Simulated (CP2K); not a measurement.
Ti:

```
CELL_PARAMETERS angstrom
4.56737 0.00000 0.00000
-2.28369 3.95546 0.00000
0.00000 0.00000 2.82624
ATOMIC_POSITIONS crystal
Ti 0.66667 0.33333 0.50000
Ti 0.33333 0.66667 0.50000
Ti 0.00000 0.00000 0.00000
```

This isn't the form of Ti at room conditions, which is hcp.

Base run:

- Program: CP2K 2026.2
- Functional: HLE16
- Potentials or basis: POTENTIAL_UZH Ti GTH-PBE-q12; TZVP-MOLOPT-PBE-GTH basis
- Density cutoff: 9184 eV
- k mesh: 7 × 7 × 9
- Occupations: fermi-dirac, width 0.05 eV
- Spin: no spin polarisation

Its results: band gap on the k mesh none (metal or under the smearing width); pressure -22.0 GPa.

After a change of settings the same cell gave: band gap on the k mesh none (metal or under the smearing width); pressure -7.5 GPa. Which change was it?
A. functional from HLE16 to PBEsol
B. functional from HLE16 to RPBE
C. functional from HLE16 to LDA
D. functional from HLE16 to rev-vdW-DF2

C.

Caveats: the potentials were made for another functional, which shifts forces and pressure; the basis of atomic orbitals isn't converged, which shifts pressures, moduli and gaps; the potentials were made for a functional far from this one (some runs).

Runs at the PBE level aren't shown here.
